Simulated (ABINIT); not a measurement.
PtSe2 (Sudovikovite):

```xyz
3
Lattice="3.7240 0.0000 0.0000 -1.8620 3.2251 0.0000 0.0000 0.0000 5.0620" Properties=species:S:1:pos:R:3 pbc="T T T"
Pt    0.0000    0.0000    0.0000
Se    1.8620    1.0750    3.7965
Se    0.0000    2.1501    1.2655
```

Base run:

```yaml
Program: ABINIT 10.8.3 (patched build)
Functional: LDA
Potentials_or_basis: PseudoDojo NC SR LDA v0.4.1 standard
Cutoff: 1170 eV
k_mesh: 6 × 6 × 4
Occupations: fermi-dirac, width 0.05 eV
Spin: no spin polarisation
```

Its results: band gap on the k mesh none (metal or under the smearing width); pressure -0.6 GPa; largest force 0.184 eV/Å.

Q: The run is repeated on the same cell with these changes: cutoff from 1170 eV to 1061 eV. What comes out?

A: Band gap on the k mesh none (metal or under the smearing width); pressure -1.2 GPa; largest force 0.185 eV/Å.
